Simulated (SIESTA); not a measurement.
AlNi3:

```
CELL_PARAMETERS angstrom
3.52305 0.00000 0.00000
0.00000 3.52305 0.00000
0.00000 0.00000 3.52305
ATOMIC_POSITIONS crystal
Ni 0.50000 0.50000 0.00000
Ni 0.50000 0.00000 0.50000
Ni 0.00000 0.50000 0.50000
Al 0.00000 0.00000 0.00000
```

The cell is a database's computed one.

Base run:

```yaml
Program: SIESTA 5.4.2
Functional: PBEsol
Potentials_or_basis: PseudoDojo 0.4 standard (PBEsol files)
Basis: DZP (energy shift 0.003 Ry; two zetas on semicore shells)
Grid_cutoff: 800 Ry
Energy_shift: 0.003 Ry
k_mesh: 8 × 8 × 8
Occupations: fermi-dirac, width 0.05 eV
Spin: collinear spin, ferromagnetic start
Starting_moments: "[1.0, 1.0, 1.0, 0.0] μB"
```

Its results: band gap on the k mesh none (metal or under the smearing width); pressure -2.0 GPa; net moment 0.64 μB per cell; site moments Ni +0.23; Al -0.05 μB.

The run is repeated on the same cell with these changes: functional from PBEsol to LDA; potentials or basis from PseudoDojo 0.4 standard (PBEsol files) to PseudoDojo 0.4 standard (LDA files). What comes out?

Band gap on the k mesh none (metal or under the smearing width); pressure -8.7 GPa; net moment 0.49 μB per cell; site moments Ni +0.17; Al -0.03 μB.

Caveats: short orbitals over semicore shells can move pressures by several GPa; the basis of atomic orbitals isn't converged, which shifts pressures, moduli and gaps.

Not every run made on this cell is shown here.
